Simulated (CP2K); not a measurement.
CoSi2, 3 atoms in the cell. Symmetry: Fm-3m, No. 225, cubic system. The conventional cell has a = 5.356 Å, b = 5.356 Å, c = 5.356 Å, α = 90.00°, β = 90.00°, γ = 90.00°. Around Co (site symmetry m-3m) lie 8 Si at 2.32 Å. Around Si (site symmetry -43m) lie 4 Co at 2.32 Å. 

- Program: CP2K 2026.2
- Task: single point
- Functional: PBE
- Potentials or basis: POTENTIAL_UZH Co GTH-PBE-q17, Si GTH-PBE-q4; DZVP-MOLOPT-PBE-GTH basis
- Density cutoff: 11565 eV
- k mesh: 7 × 7 × 7
- Occupations: fermi-dirac, width 0.05 eV
- Spin: collinear spin, ferromagnetic start
- Starting moments: [2.0, 0.0, 0.0] μB
- Fixed moment: 2.66 μB
- SCF solver: diagonalisation with k points
- Quickstep method: GPW
- EPS_DEFAULT: 1.0E-9
- EPS_SCF: 1.0E-6
- MAX_SCF: 150
- SCF_GUESS: ATOMIC
- k points reduced by the point group: yes
- Mesh centred on Gamma: yes
- CHOLESKY: OFF
- EPS_EIGVAL: 1.0E-7
- MIXING METHOD: PULAY_MIXING
- MIXING ALPHA: 0.4
- NBUFFER: 6
- NGRIDS: 4
- Basis sets: Co DZVP-MOLOPT-PBE-GTH-q17, Si DZVP-MOLOPT-PBE-GTH-q4
- Potentials: Co GTH-PBE-q17 of POTENTIAL_UZH, Si GTH-PBE-q4 of POTENTIAL_UZH
- MULTIPLICITY of the start: 4
- ADDED_MOS: [15, 18]
- REL_CUTOFF (Ry): 60 Ry
- MIXING BETA (1/bohr): 1.5 1/bohr
- CUTOFF of the grids: 850 Ry

Potentials or basis: POTENTIAL_UZH Co GTH-PBE-q17, Si GTH-PBE-q4; DZVP-MOLOPT-PBE-GTH basis.

Command:

```sh
$ OMP_NUM_THREADS=1 cp2k.psmp -i cosi2_scf.inp -o cosi2_scf.out
```

Hardware: 1 thread of Arm Neoverse V2, on a shared host.

Problem. How long does it take, and how much memory?

Solution. Wall time 2.3 min on 1 thread of Arm Neoverse V2, on a shared host, peak memory 0.55 GiB. Counts: scf iterations 16, k points 20, basis 52, bands 29, force evaluations 1.
